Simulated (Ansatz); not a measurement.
The system is MnSb.

```xyz
4
Lattice="4.1500 0.0000 0.0000 -2.0750 3.5940 0.0000 0.0000 0.0000 5.7800" Properties=species:S:1:pos:R:3 pbc="T T T"
Sb    2.0750    1.1980    4.3350
Sb    0.0000    2.3960    1.4450
Mn    0.0000    0.0000    2.8900
Mn    0.0000    0.0000    0.0000
```

Base run:

```yaml
Program: Ansatz 0.2.0
Functional: PBE
Potentials_or_basis: Ansatz NC
Cutoff: "1306 eV (not typed: the program's choice for these potentials)"
k_mesh: 7 × 7 × 5
Occupations: fermi-dirac, width 0.05 eV
Spin: collinear spin, ferromagnetic start
Starting_moments: "[0.0, 0.0, 4.0, 4.0] μB"
```

Its results: band gap on the k mesh none (metal or under the smearing width); pressure -3.2 GPa; net moment 6.71 μB per cell; site moments Sb -0.12; Mn +3.44 μB.

Task: After a change of settings the same cell gave: band gap on the k mesh none (metal or under the smearing width); pressure 1.1 GPa; net moment 6.57 μB per cell; site moments Sb -0.11; Mn +3.35 μB. Which change was it?
A. potentials or basis from Ansatz NC to Ansatz PAW; cutoff from 1306 eV (not typed: the program's choice for these potentials) to 420 eV (not typed: the program's choice for these potentials); k mesh from 7 × 7 × 5 to 3 × 3 × 2
B. potentials or basis from Ansatz NC to Ansatz PAW; cutoff from 1306 eV (not typed: the program's choice for these potentials) to 420 eV (not typed: the program's choice for these potentials)
C. functional from PBE to BLYP; potentials or basis from Ansatz NC to Ansatz PAW; cutoff from 1306 eV (not typed: the program's choice for these potentials) to 420 eV (not typed: the program's choice for these potentials)

Result: C.

Caveats: spin-orbit coupling is left out, which moves the levels of the heavy elements; only a ferromagnetic start was run, and an antiferromagnetic order may lie lower in energy; the PAW data sets come from PBE, with cores solved anew for the run's functional, which leaves a small shift of forces and pressure (some runs).
